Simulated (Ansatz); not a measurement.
**Pb in Ansatz: the effect of functional**

The system is Pb.

```
Pb
1.0
     0.00000    3.39252    3.39252
     3.39252    0.00000    3.39252
     3.39252    3.39252    0.00000
Pb
2
Direct
  0.25000 0.25000 0.25000
  0.00000 0.00000 0.00000
```

This isn't the form of Pb at room conditions, which is fcc.

The cell isn't the ideal one: volume scaled by 0.96.

Alike in all runs:

```yaml
Program: Ansatz 0.2.0
Task: single point
Potentials_or_basis: Ansatz PAW
k_mesh: 7 × 7 × 7
Occupations: fermi-dirac, width 0.05 eV
Spin: no spin polarisation
```

```tsv
functional	cutoff	pressure (GPa)
LDA	420 eV (not typed: the program's choice for these potentials)	?
PBEsol	420 eV (not typed: the program's choice for these potentials)	1.9
r2SCAN	500 eV (not typed: the program's choice for these potentials)	2.6
```

Q: What does the run with functional LDA give?

A: Pressure 0.7 GPa.

Caveats: the PAW data sets come from PBE, with cores solved anew for the run's functional, which leaves a small shift of forces and pressure.

Runs at the PBE level aren't shown here.
